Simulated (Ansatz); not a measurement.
# Varying the input for GaAs

The reference input for Ansatz (plane-wave DFT with PAW):

```yaml
crystal:
  lattice:
    - [0.0, 2.8750910496, 2.8750910496]
    - [2.8750910496, 0.0, 2.8750910496]
    - [2.8750910496, 2.8750910496, 0.0]
  atoms:
    - { symbol: Ga, position: [0.0, 0.0, 0.0] }
    - { symbol: As, position: [0.25, 0.25, 0.25] }
basis:
  ecutwfc: 420
kpoints:
  mp_grid: { grid: [4, 4, 4] }
hamiltonian:
  xc: pbe
scf:
  occupations: { method: gaussian, width: 0.1 }
output:
  forces: true
  stress: true
  eigenvalues: true
```

Command:

```bash
ansatz run input.yaml --threads 1 --pin off --max-ram 1331MiB --backend cpu --events-out ev --progress --plain --runs-dir out
```

The run converges in 6 SCF iterations on 8 irreducible k-points: pressure 0.24 GPa.

These settings were drawn at random to show what each does; none of the numbers is a converged property of the crystal. Each trial's input is given as a difference from the reference's; energies are extrapolated to zero smearing where there is one, and pressure is positive in compression. Charged cells sit in a uniform background, and their pressures hang on that convention.

**Question.** Trial 1:

```diff
 hamiltonian:
+  hubbard:
+    sites: [{ species: Ga, l: d, u: 5.7, j: 0.36 }]
+    projectors: atomic
+  dispersion: d3bj
```

How does this run end?

**Answer.** The run converges in 7 SCF iterations on 8 irreducible k-points: pressure -1.96 GPa. Under a U the state reached may not be the lowest.

**Question.** Trial 2:

```diff
+total_charge: -0.5
 output:
+  dos: {}
```

What does the program give?

**Answer.** The run converges in 8 SCF iterations on 8 irreducible k-points: pressure 3.00 GPa (with the neutralising background of the charged cell), no gap.

**Question.** Trial 3:

```diff
 basis:
-  ecutwfc: 420
+  ecutwfc: 550
```

What does the program give?

**Answer.** The run converges in 6 SCF iterations on 8 irreducible k-points: energy 1.14 meV per atom below the reference, pressure 0.24 GPa.

**Question.** Trial 4 (volume scaled):

```diff
 crystal:
   lattice:
-    - [0.0, 2.8750910496, 2.8750910496]
-    - [2.8750910496, 0.0, 2.8750910496]
-    - [2.8750910496, 2.8750910496, 0.0]
+    - [0.0, 2.7871332239, 2.7871332239]
+    - [2.7871332239, 0.0, 2.7871332239]
+    - [2.7871332239, 2.7871332239, 0.0]
 basis:
-  ecutwfc: 420
+  ecutwfc: "33 Ry"
 hamiltonian:
+  dispersion: d4
 scf:
+  convergence: { dr2_threshold: "1e-3 eV" }
```

How does this run end?

**Answer.** The run converges in 6 SCF iterations on 8 irreducible k-points: pressure 3.94 GPa, gap on the sampled k-points 0.83 eV. It warns that the SCF threshold is loose for the forces; that the SCF threshold is loose for the stress.

**Question.** Trial 5:

```diff
+total_charge: 0.1
 kpoints:
-  mp_grid: { grid: [4, 4, 4] }
+  mp_grid: { grid: [3, 4, 1] }
 hamiltonian:
-  xc: pbe
+  xc: rpbe
 scf:
-  occupations: { method: gaussian, width: 0.1 }
+  occupations: { method: methfessel_paxton }
+  mixing: { beta: 0.37, preconditioner: kerker_dos }
+  max_iter: 3
+  convergence: { accept_max_iter: true }
```

What does the program give?

**Answer.** It warns that the printed bands weren't solved further after the SCF; that the forces don't sum to zero; that the mesh lowers the symmetry. The run stops unconverged after 3 SCF iterations (the limit was accepted, so it prints numbers of an unconverged density).

Next try, with these keys changed back:

```diff
 scf:
-  max_iter: 3
-  convergence: { accept_max_iter: true }
+  max_iter: 75
```

The run converges in 12 SCF iterations on 7 irreducible k-points: pressure 9.88 GPa (with the neutralising background of the charged cell), largest force 0.770 eV/Å, no gap. It warns that the mesh lowers the symmetry. Forces of RPBE on these PAW sets can be off by 10 %.

**Question.** Trial 6:

```diff
 basis:
-  ecutwfc: 420
+  ecutwfc: 460
```

What does the program give?

**Answer.** The run converges in 6 SCF iterations on 8 irreducible k-points: energy 0.61 meV per atom below the reference, pressure 0.24 GPa.